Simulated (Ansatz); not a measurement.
CsPbI3 (cubic perovskite)

```yaml
crystal:
  lattice:
    - [6.33267, 0.00000, 0.00000]
    - [0.00000, 6.33267, 0.00000]
    - [0.00000, 0.00000, 6.33267]
  atoms:
    - { symbol: Cs, position: [0.00000, 0.00000, 0.00000] }
    - { symbol: Pb, position: [0.50000, 0.50000, 0.50000] }
    - { symbol: I, position: [0.00000, 0.50000, 0.50000] }
    - { symbol: I, position: [0.50000, 0.50000, 0.00000] }
    - { symbol: I, position: [0.50000, 0.00000, 0.50000] }
```

Scan: atom 4 (I, nearest neighbour Pb at 3.166 Å; its periodic images, 6.3 Å or more away, move with it) is displaced along Cartesian [111], direction (0.577, 0.577, 0.577) in Cartesian axes, by s. The other atoms stay.

Calculation: r2SCAN (plane waves to 500 eV, PAW, scalar-relativistic; Ansatz, an electronic-structure program). k mesh 4×4×4 (Γ-centred), Fermi-Dirac smearing 0.05 eV. Energies are smeared free energies. Stress and pressure are positive under compression. F∥ is the force on the atom along that direction. F⊥ is the part of the force across the line. On this mesh the relaxed cell isn't quite at rest: it carries a pressure of 0.1 GPa (compression positive) at the zero of the scan. CsPbI3 was relaxed with its symmetry unable to fall. Spin-orbit coupling is left out, though I and Pb are heavy. This is a high-temperature form of CsPbI3. The zero of ΔE is the undisplaced structure.

```csv
s (Å),ΔE (meV/cell),P (GPa),F∥ (eV/Å),|F⊥| (eV/Å)
-0.320,40.2,0.31,0.285,0.310
-0.256,24.4,0.25,0.209,0.229
-0.192,13.1,0.19,0.145,0.159
-0.128,5.6,0.16,0.091,0.100
-0.064,1.4,0.14,0.043,0.048
0.000,0.0,0.13,0.000,0.000
0.064,1.4,0.14,-0.043,0.048
0.128,5.6,0.16,-0.091,0.100
0.192,13.1,0.19,-0.145,0.159
0.256,24.4,0.25,-0.209,0.229
0.320,40.2,0.31,-0.285,0.310
```

Read from the data:

The energy at s = 0.320 Å is 40.2 meV/cell and the force along the line at s = -0.320 Å comes out as 0.285 eV/Å. The force constant k = d²E/ds² at s = 0 (finite differences) comes out as 0.67 eV/Å². Symmetry of the curve: even: the same for both signs. Shape of the curve: a single well with its minimum at or next to zero displacement. Harmonic estimate at the end of the scan: ½ks² = 34.2 meV/cell against the computed 40.2 meV/cell, so the well is stiffer than harmonic there.

(A displaced cell: forces are minus the slopes of the energy, force constants its curvatures, and phonons follow from these.)
